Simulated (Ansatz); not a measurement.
## Response of Zr to small distortions

```yaml
crystal:
  lattice:
    - [3.23200, 0.00000, 0.00000]
    - [-1.61600, 2.79899, 0.00000]
    - [0.00000, 0.00000, 5.14700]
  atoms:
    - { symbol: Zr, position: [0.33333, 0.66667, 0.25000] }
    - { symbol: Zr, position: [0.66667, 0.33333, 0.75000] }
```

Atom numbers follow the list: Zr1, Zr2.

Conventional cell: a = 3.232 Å, b = 3.232 Å, c = 5.147 Å, α = 90.00°, β = 90.00°, γ = 120.00°. Zr (atom 1) is surrounded by 12 Zr at 3.18 to 3.23 Å.

The geometry is COD entry 9008523, unchecked; take it as a test cell.

Level of theory: Ansatz 0.2.0, DFT, PBEsol, all-electron LAPW, scalar-relativistic.

Settings: a Γ-centred 13×13×7 k mesh, Fermi–Dirac smearing of 0.08 eV, basis error target 1 meV/atom, no spin polarisation.

The unchanged cell is at -3.25 GPa.

In a metal, stresses and small energies carry noise from the k mesh.

x, y and z are the Cartesian axes of the cell as listed; fractional coordinates follow a strain, and an engineering shear is twice the off-diagonal strain component.

(1) One change gave: energy change +6 meV/atom; stress change (xx, yy, zz, yz, xz, xy) 0.01, 0.06, -0.04, 0.78, 0.80, 1.40 GPa, compression positive; change of the force on Zr1 (0.061, 0.004, 0.013) eV/Å. Which change was it?
A. equal xy, yz and zx engineering shear strains of +1 %
B. equal xy, yz and zx engineering shear strains of +3 %
C. equal xy, yz and zx engineering shear strains of -3 %
D. equal xy, yz and zx engineering shear strains of -2 %
E. equal xy, yz and zx engineering shear strains of +2 %
F. equal xy, yz and zx engineering shear strains of -1 %

Answers

(1) C. For equal xy, yz and zx engineering shear strains of -1 %: energy change under 1 meV/atom; stress change (xx, yy, zz, yz, xz, xy) 0.00, 0.01, -0.01, 0.24, 0.24, 0.45 GPa, compression positive; change of the force on Zr1 (0.019, 0.000, 0.001) eV/Å. For equal xy, yz and zx engineering shear strains of +2 %: energy change +2 meV/atom; stress change (xx, yy, zz, yz, xz, xy) 0.00, 0.04, -0.03, -0.42, -0.43, -0.83 GPa, compression positive; change of the force on Zr2 (0.034, -0.002, -0.005) eV/Å. For equal xy, yz and zx engineering shear strains of -2 %: energy change +3 meV/atom; stress change (xx, yy, zz, yz, xz, xy) 0.00, 0.03, -0.02, 0.51, 0.51, 0.92 GPa, compression positive; change of the force on Zr1 (0.040, 0.002, 0.006) eV/Å. For equal xy, yz and zx engineering shear strains of +1 %: energy change under 1 meV/atom; stress change (xx, yy, zz, yz, xz, xy) 0.00, 0.01, -0.01, -0.22, -0.22, -0.43 GPa, compression positive; change of the force on Zr2 (0.018, 0.000, -0.001) eV/Å. For equal xy, yz and zx engineering shear strains of +3 %: energy change +5 meV/atom; stress change (xx, yy, zz, yz, xz, xy) 0.00, 0.09, -0.07, -0.60, -0.61, -1.21 GPa, compression positive; change of the force on Zr2 (0.047, -0.004, -0.010) eV/Å.
